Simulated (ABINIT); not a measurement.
# C (Fd-3m) in ABINIT: further runs

Aim: see how the results for C move with the level of theory and the settings. Levels: r2SCAN, SCAN, PBE. Tasks: band structure, equation of state.

Program: ABINIT 10.8.3 (patched build). These are calculated values, not measurements. Logs are shortened: lines on timing, memory, paths and dates and some standing lists are left out, and cuts for length are marked. The log counts tension as positive stress, the text compression.

**The experiment to reproduce.**

“Equation of state of cubic boron nitride at high pressures and temperatures”, 2007, arxiv:cond-mat/0702656 quotes, for a bulk crystal of C: bulk modulus 442 ± 5 GPa.

How close the calculation comes is told below.

**1. Starting point**

The structure is cubic, space group Fd-3m (No. 227). The conventional cell has a = 3.567 Å, b = 3.567 Å, c = 3.567 Å, α = 90.00°, β = 90.00°, γ = 90.00°. C (site symmetry -43m) has 4 C at 1.54 Å as nearest neighbours.

This isn't the form of C at room conditions, which is graphite.

**2. Band structure, r2SCAN**

Contents of run.abi:

```
# Datasets: ground state, then fixed potential
ndtset 2

# Pseudopotentials
pp_dirpath "./"
pseudos "C.upf"

# Structure
acell 4.7660140852 4.7660140852 4.7660140852
rprim
     0.0000000000     0.7071067812     0.7071067812
     0.7071067812     0.0000000000     0.7071067812
     0.7071067812     0.7071067812     0.0000000000
ntypat 1
znucl 6
natom 2
typat 1 1
xred
     0.7500000000     0.7500000000     0.7500000000
     0.5000000000     0.5000000000     0.5000000000

# Plane-wave basis
ecut 49.0

# Exchange and correlation
ixc -497498
usekden 1
nc_xccc_gspace 1
boxcutmin 3.0

# Bands and occupations
occopt 3
tsmear 0.05 eV

# SCF cycle
nstep 100

# Output
iomode 3
prtwf 0
prteig 0
prtebands 0
prtden1 1
prtkden1 1

# Dataset 1
kptopt1 1
ngkpt1 13 13 13
nshiftk1 1
shiftk1 0.0 0.0 0.0
nband1 8
tolvrs1 1.0e-9

# Dataset 2: bands along G-X-W-K-G-L-U-W-L-K
iscf2 -2
getden2 1
getkden2 1
nband2 12
nbdbuf2 2
tolwfr2 1.0e-12
kptopt2 -9
ndivsm2 5
prteig2 1
prtvol2 -3
kptbounds2
     0.0000000000     0.0000000000     0.0000000000
     0.5000000000     0.0000000000     0.5000000000
     0.5000000000     0.2500000000     0.7500000000
     0.3750000000     0.3750000000     0.7500000000
     0.0000000000     0.0000000000     0.0000000000
     0.5000000000     0.5000000000     0.5000000000
     0.6250000000     0.2500000000     0.6250000000
     0.5000000000     0.2500000000     0.7500000000
     0.5000000000     0.5000000000     0.5000000000
     0.3750000000     0.3750000000     0.7500000000
```

Potentials or basis: PseudoDojo NC SR PBE v0.4.1 standard.

Started as:

```console
$ abinit run.abi > log 2>&1
```

run.abo:

```text
.Version 10.8.3 of ABINIT
 DATASET    1 : space group Fd -3 m (#227); Bravais cF (face-center cubic)
================================================================================
 Values of the parameters that define the memory need for DATASET  1.
     intxc =       0    ionmov =       0      iscf =       7    lmnmax =       4
     lnmax =       4     mgfft =      48  mpssoang =       2    mqgrid =    3001
     natom =       2  nloc_mem =       1    nspden =       1   nspinor =       1
    nsppol =       1      nsym =      48    n1xccc =    2501    ntypat =       1
    occopt =       3   xclevel =       2
       mpw =        1279          nfft =      110592          nkpt =          84
================================================================================
================================================================================

 DATASET    2 : space group Fd -3 m (#227); Bravais cF (face-center cubic)
================================================================================
 Values of the parameters that define the memory need for DATASET  2.
     intxc =       0    ionmov =       0      iscf =      -2    lmnmax =       4
     lnmax =       4     mgfft =      48  mpssoang =       2    mqgrid =    3001
     natom =       2  nloc_mem =       1    nspden =       1   nspinor =       1
    nsppol =       1      nsym =      48    n1xccc =    2501    ntypat =       1
    occopt =       3   xclevel =       2
       mpw =        1283          nfft =      110592          nkpt =          87
================================================================================
================================================================================

--------------------------------------------------------------------------------
------------- Echo of variables that govern the present computation ------------
--------------------------------------------------------------------------------
 -outvars: echo values of preprocessed input variables --------
            acell      4.7660140852E+00  4.7660140852E+00  4.7660140852E+00 Bohr
              amu      1.20110000E+01
        boxcutmin      3.00000000E+00
             ecut      4.90000000E+01 Hartree
           getden1          0
           getden2          1
          getkden1          0
          getkden2          1
             iscf1          7
             iscf2         -2
              ixc     -497498
           jdtset        1    2
           kptopt1          1
           kptopt2         -9
         kptrlatt       13    0    0      0   13    0      0    0   13
          kptrlen1     6.19581831E+01
          kptrlen2     3.00000000E+01
            natom           2
            nband1          8
            nband2         12
           nbdbuf1          0
[... 706 lines left out ...]
- [  5.0000E-01,   5.0000E-01,   5.0000E-01,  C]
cartesian_forces: null
force_length_stats: {min: null, max: null, mean: null, }
...

 Integrated electronic density in atomic spheres:
 ------------------------------------------------
 Atom  Sphere_radius  Integrated_density
    1        2.00000          4.71740906
    2        2.00000          4.71740906
================================================================================

 ----iterations are completed or convergence reached----

 Mean square residual over all n,k,spin=   37.811E-14; max=  99.754E-14
 reduced coordinates (array xred) for    2 atoms
       0.750000000000      0.750000000000      0.750000000000
       0.500000000000      0.500000000000      0.500000000000

 cartesian coordinates (angstrom) at end:
    1      2.67505499823742     2.67505499823742     2.67505499823742
    2      1.78336999882495     1.78336999882495     1.78336999882495
 length scales=  4.766014085200  4.766014085200  4.766014085200 bohr
              =  2.522066039020  2.522066039020  2.522066039020 angstroms
 Eigenvalues (hartree) for nkpt=  87  k points:
 kpt#   1, nband= 12, wtk=  1.00000, kpt=  0.0000  0.0000  0.0000 (reduced coord)
  -0.46205    0.38306    0.38306    0.38306    0.59783    0.59783    0.59783    0.86431
   1.11859    1.39902    1.39902    1.44248
 kpt#   2, nband= 12, wtk=  1.00000, kpt=  0.0357  0.0000  0.0357 (reduced coord)
  -0.46024    0.37527    0.37527    0.37808    0.59620    0.60726    0.60726    0.86648
   1.12220    1.33805    1.40132    1.44671
 kpt#   3, nband= 12, wtk=  1.00000, kpt=  0.0714  0.0000  0.0714 (reduced coord)
  -0.45480    0.35528    0.35528    0.36366    0.59157    0.63214    0.63214    0.87141
   1.13269    1.26367    1.40823    1.45936
 kpt#   4, nband= 12, wtk=  1.00000, kpt=  0.1071  0.0000  0.1071 (reduced coord)
  -0.44574    0.32902    0.32902    0.34108    0.58452    0.66647    0.66647    0.87438
   1.14915    1.19983    1.41976    1.48035
 kpt#   5, nband= 12, wtk=  1.00000, kpt=  0.1429  0.0000  0.1429 (reduced coord)
  -0.43310    0.30064    0.30064    0.31188    0.57592    0.70598    0.70598    0.86805
   1.15475    1.17019    1.43588    1.50946
 kpt#   6, nband= 12, wtk=  1.00000, kpt=  0.1786  0.0000  0.1786 (reduced coord)
  -0.41691    0.27245    0.27245    0.27747    0.56664    0.74819    0.74819    0.84646
[... 230 lines left out ...]
  -0.20767   -0.10425    0.12887    0.22089    0.64673    0.82205    0.84681    0.95156
   1.11697    1.33511    1.34059    1.52393
 kpt#  84, nband= 12, wtk=  1.00000, kpt=  0.4167  0.4167  0.6667 (reduced coord)
  -0.19186   -0.09136    0.08729    0.20639    0.63095    0.85801    0.88698    0.92186
   1.09855    1.33678    1.33917    1.58396
 kpt#  85, nband= 12, wtk=  1.00000, kpt=  0.4028  0.4028  0.6944 (reduced coord)
  -0.17368   -0.08001    0.05006    0.19314    0.61706    0.87480    0.89221    0.93674
   1.08881    1.34056    1.34097    1.64189
 kpt#  86, nband= 12, wtk=  1.00000, kpt=  0.3889  0.3889  0.7222 (reduced coord)
  -0.15415   -0.07660    0.02530    0.18176    0.60551    0.83527    0.92172    0.96914
   1.09035    1.33971    1.35406    1.68445
 kpt#  87, nband= 12, wtk=  1.00000, kpt=  0.3750  0.3750  0.7500 (reduced coord)
  -0.13815   -0.08528    0.02240    0.17271    0.59647    0.79550    0.94415    0.98720
   1.10797    1.33468    1.37854    1.70029

== END DATASET(S) ==============================================================
================================================================================

 -outvars: echo values of variables after computation  --------
            acell      4.7660140852E+00  4.7660140852E+00  4.7660140852E+00 Bohr
           etotal1    -1.2108682723E+01
            fcart1     3.4955608706E-29 -1.4980975160E-29 -3.4955608706E-29
                      -3.4955608706E-29  1.4980975160E-29  3.4955608706E-29
            rprim      0.0000000000E+00  7.0710678120E-01  7.0710678120E-01
                       7.0710678120E-01  0.0000000000E+00  7.0710678120E-01
                       7.0710678120E-01  7.0710678120E-01  0.0000000000E+00
           strten1    -1.2329433970E-04 -1.2329433970E-04 -1.2329433970E-04
                       0.0000000000E+00  0.0000000000E+00  0.0000000000E+00
           xangst      2.6750549982E+00  2.6750549982E+00  2.6750549982E+00
                       1.7833699988E+00  1.7833699988E+00  1.7833699988E+00
             xred      7.5000000000E-01  7.5000000000E-01  7.5000000000E-01
                       5.0000000000E-01  5.0000000000E-01  5.0000000000E-01
 Calculation completed.
```

It took 4.9 min on 1 thread of Arm Neoverse V2, shared host; peak memory 0.11 GiB.

What came out:

- Free energy: -329.4940 eV
- Pressure: 3.6 GPa
- Band gap on the k mesh: 4.17 eV, indirect (least direct gap 5.84 eV)
- Band gap along the path: 4.16 eV, indirect (least direct gap 5.84 eV)
- All electrons inside the program's atomic spheres: C 4.72 (radii [1.0584] Å)

Levels at the corners of the path, in eV from the valence-band top:
| point | band 1 | band 2 | band 3 | band 4 | band 5 | band 6 | band 7 | band 8 |
| --- | --- | --- | --- | --- | --- | --- | --- | --- |
| Γ | -23.00 | 0.00 | 0.00 | 0.00 | 5.84 | 5.84 | 5.84 | 13.10 |
| X | -13.85 | -13.85 | -6.71 | -6.71 | 4.82 | 4.82 | 17.94 | 17.94 |
| W | -13.10 | -13.10 | -8.78 | -8.78 | 11.27 | 11.27 | 12.72 | 12.72 |
| K | -14.18 | -12.74 | -9.81 | -5.72 | 5.81 | 11.22 | 15.27 | 16.44 |
| Γ | -23.00 | 0.00 | 0.00 | 0.00 | 5.84 | 5.84 | 5.84 | 13.10 |
| L | -17.07 | -14.20 | -3.01 | -3.01 | 8.68 | 8.91 | 8.91 | 16.68 |
| U | -14.18 | -12.74 | -9.81 | -5.72 | 5.81 | 11.22 | 15.27 | 16.44 |
| W | -13.10 | -13.10 | -8.78 | -8.78 | 11.27 | 11.27 | 12.72 | 12.72 |
| L | -17.07 | -14.20 | -3.01 | -3.01 | 8.68 | 8.91 | 8.91 | 16.68 |
| K | -14.18 | -12.74 | -9.81 | -5.72 | 5.81 | 11.22 | 15.27 | 16.44 |

Caveat: a meta-GGA on potentials with a model core is unreliable; the potentials were made for another functional, which shifts forces and pressure. r2SCAN opens gaps a little over a GGA but as a rule still falls short of measured ones.

**3. Band structure, SCAN**

Edit run.abi of step 2 so:

```diff
@@ -5,3 +5,3 @@
 pp_dirpath "./"
-pseudos "C.upf"
+pseudos "C.GGA_PBE-JTH.xml"
 
@@ -17,14 +17,14 @@
 typat 1 1
-xred
-     0.7500000000     0.7500000000     0.7500000000
-     0.5000000000     0.5000000000     0.5000000000
+xcart
+     2.6750550000     2.6750550000     2.6750550000
+     1.7833700000     1.7833700000     1.7833700000 Angstrom
 
 # Plane-wave basis
-ecut 49.0
+ecut 24.0
+pawecutdg 46.0
 
 # Exchange and correlation
-ixc -497498
+ixc -263267
 usekden 1
-nc_xccc_gspace 1
-boxcutmin 3.0
+pawxcdev 0
 
@@ -32,3 +32,3 @@
 occopt 3
-tsmear 0.05 eV
+tsmear 0.00183747
 
@@ -42,4 +42,8 @@
 prtebands 0
+enunit 2
 prtden1 1
 prtkden1 1
+prtvha1 1
+prtvclmb1 1
+prtpot1 1
 
@@ -51,3 +55,3 @@
 nband1 8
-tolvrs1 1.0e-9
+tolvrs1 1.0e-8
 
@@ -61,5 +65,4 @@
 kptopt2 -9
-ndivsm2 5
+ndivsm2 8
 prteig2 1
-prtvol2 -3
 kptbounds2
```

Potentials or basis: JTH PAW PBE v2.0.

Started as:

```console
$ abinit run.abi > log 2>&1
```

run.abo:

```text
.Version 10.8.3 of ABINIT
 DATASET    1 : space group Fd -3 m (#227); Bravais cF (face-center cubic)
================================================================================
 Values of the parameters that define the memory need for DATASET  1.
     intxc =       0    ionmov =       0      iscf =      17    lmnmax =       8
     lnmax =       4     mgfft =      24  mpssoang =       2    mqgrid =    3001
     natom =       2  nloc_mem =       2    nspden =       1   nspinor =       1
    nsppol =       1      nsym =      48    n1xccc =       1    ntypat =       1
    occopt =       3   xclevel =       2
       mpw =         444          nfft =       13824          nkpt =          84
 PAW method is used; the additional fine FFT grid is defined by:
   mgfftf=        30    nfftf =     27000
================================================================================
================================================================================

 DATASET    2 : space group Fd -3 m (#227); Bravais cF (face-center cubic)
================================================================================
 Values of the parameters that define the memory need for DATASET  2.
     intxc =       0    ionmov =       0      iscf =      -2    lmnmax =       8
     lnmax =       4     mgfft =      24  mpssoang =       2    mqgrid =    3001
     natom =       2  nloc_mem =       2    nspden =       1   nspinor =       1
    nsppol =       1      nsym =      48    n1xccc =       1    ntypat =       1
    occopt =       3   xclevel =       2
       mpw =         445          nfft =       13824          nkpt =         139
 PAW method is used; the additional fine FFT grid is defined by:
   mgfftf=        30    nfftf =     27000
================================================================================
================================================================================

--------------------------------------------------------------------------------
------------- Echo of variables that govern the present computation ------------
[... 1485 lines left out ...]
  -0.14089   -0.07509    0.01860    0.17305    0.60109    0.81692    0.92375    0.97609
   1.08202    1.32461    1.34526    1.68081
 kpt# 139, nband= 12, wtk=  1.00000, kpt=  0.3750  0.3750  0.7500 (reduced coord)
  -0.13167   -0.08129    0.01912    0.16762    0.59565    0.79162    0.93713    0.98523
   1.09551    1.32097    1.36207    1.68700
 Eigenvalues (   eV  ) for nkpt= 139  k points:
 kpt#   1, nband= 12, wtk=  1.00000, kpt=  0.0000  0.0000  0.0000 (reduced coord)
 -12.36790   10.12568   10.12568   10.12568   16.19140   16.19140   16.19140   24.14436
  30.34757   37.64110   37.64110   38.99407
 kpt#   2, nband= 12, wtk=  1.00000, kpt=  0.0217  0.0000  0.0217 (reduced coord)
 -12.34970   10.04968   10.04968   10.07927   16.17583   16.28397   16.28397   24.16164
  30.38188   36.84175   37.66422   39.03642
 kpt#   3, nband= 12, wtk=  1.00000, kpt=  0.0435  0.0000  0.0435 (reduced coord)
 -12.29515    9.83519    9.83519    9.94163   16.12931   16.54784   16.54784   24.20756
  30.48346   35.62226   37.73358   39.16334
 kpt#   4, nband= 12, wtk=  1.00000, kpt=  0.0652  0.0000  0.0652 (reduced coord)
 -12.20428    9.51432    9.51432    9.71729   16.05517   16.95064   16.95064   24.26419
  30.64897   34.41446   37.84918   39.37453
 kpt#   5, nband= 12, wtk=  1.00000, kpt=  0.0870  0.0000  0.0870 (reduced coord)
 -12.07715    9.12236    9.12236    9.41290   15.95686   17.45713   17.45713   24.30079
  30.87310   33.30201   38.01103   39.66952
 kpt#   6, nband= 12, wtk=  1.00000, kpt=  0.1087  0.0000  0.1087 (reduced coord)
 -11.91394    8.68845    8.68845    9.03626   15.83861   18.03669   18.03669   24.27400
[... 386 lines left out ...]
  -4.82583   -2.29970    1.86860    5.30299   16.96739   23.57935   24.26555   24.88128
  29.40088   35.97003   36.11990   43.52508
 kpt# 136, nband= 12, wtk=  1.00000, kpt=  0.4018  0.4018  0.6964 (reduced coord)
  -4.50329   -2.10309    1.24621    5.08275   16.73685   23.63776   24.15983   25.51300
  29.27552   36.06707   36.12738   44.48777
 kpt# 137, nband= 12, wtk=  1.00000, kpt=  0.3929  0.3929  0.7143 (reduced coord)
  -4.16522   -1.99495    0.76096    4.88367   16.53272   22.93534   24.68497   26.11185
  29.27435   36.10356   36.27554   45.25824
 kpt# 138, nband= 12, wtk=  1.00000, kpt=  0.3839  0.3839  0.7321 (reduced coord)
  -3.83383   -2.04343    0.50618    4.70894   16.35650   22.22942   25.13647   26.56074
  29.44329   36.04437   36.60645   45.73722
 kpt# 139, nband= 12, wtk=  1.00000, kpt=  0.3750  0.3750  0.7500 (reduced coord)
  -3.58285   -2.21189    0.52040    4.56119   16.20834   21.54107   25.50051   26.80951
  29.81044   35.94553   37.06394   45.90558

== END DATASET(S) ==============================================================
================================================================================

 -outvars: echo values of variables after computation  --------
            acell      4.7660140852E+00  4.7660140852E+00  4.7660140852E+00 Bohr
           etotal1    -1.1161972759E+01
            fcart1     1.1761064232E-25 -1.5851869182E-25  1.5851869182E-25
                      -1.1761064232E-25  1.5851869182E-25 -1.5851869182E-25
            rprim      0.0000000000E+00  7.0710678120E-01  7.0710678120E-01
                       7.0710678120E-01  0.0000000000E+00  7.0710678120E-01
                       7.0710678120E-01  7.0710678120E-01  0.0000000000E+00
           strten1    -3.7324055288E-05 -3.7324055288E-05 -3.7324055288E-05
                       0.0000000000E+00  0.0000000000E+00  0.0000000000E+00
           xangst      2.6750549997E+00  2.6750549997E+00  2.6750549997E+00
                       1.7833700003E+00  1.7833700003E+00  1.7833700003E+00
             xred      7.5000000041E-01  7.5000000041E-01  7.5000000041E-01
                       5.0000000041E-01  5.0000000041E-01  5.0000000041E-01
 Calculation completed.
```

It took 55 s on 1 thread of Arm Neoverse V2, shared host; peak memory 0.11 GiB.

Results:

| Item | Value |
| --- | --- |
| Free energy | -303.7328 eV |
| Pressure | 1.1 GPa |
| Band gap on the k mesh | 4.47 eV, indirect (least direct gap 6.07 eV) |
| Band gap along the path | 4.46 eV, indirect (least direct gap 6.07 eV) |

Levels at the corners of the path, in eV from the valence-band top:
| point | band 2 | band 3 | band 4 | band 5 | band 6 | band 7 |
| --- | --- | --- | --- | --- | --- | --- |
| Γ | 0.00 | 0.00 | 0.00 | 6.07 | 6.07 | 6.07 |
| X | -13.42 | -6.54 | -6.54 | 5.11 | 5.11 | 18.01 |
| W | -12.65 | -8.58 | -8.58 | 11.30 | 11.31 | 13.09 |
| K | -12.34 | -9.61 | -5.56 | 6.08 | 11.42 | 15.37 |
| Γ | 0.00 | 0.00 | 0.00 | 6.07 | 6.07 | 6.07 |
| L | -13.89 | -2.91 | -2.91 | 9.07 | 9.07 | 9.27 |
| U | -12.34 | -9.61 | -5.56 | 6.08 | 11.42 | 15.37 |
| W | -12.65 | -8.58 | -8.58 | 11.30 | 11.31 | 13.09 |
| L | -13.89 | -2.91 | -2.91 | 9.07 | 9.07 | 9.27 |
| K | -12.34 | -9.61 | -5.56 | 6.08 | 11.42 | 15.37 |

Caveat: totals of a meta-GGA on PAW files have another zero than those of a GGA; the PAW data sets were made with another functional, which shifts forces and pressure a little; the atomic spheres overlap. SCAN opens gaps a little over a GGA but as a rule still falls short of measured ones.

(Part 1 of 2 ends here.)
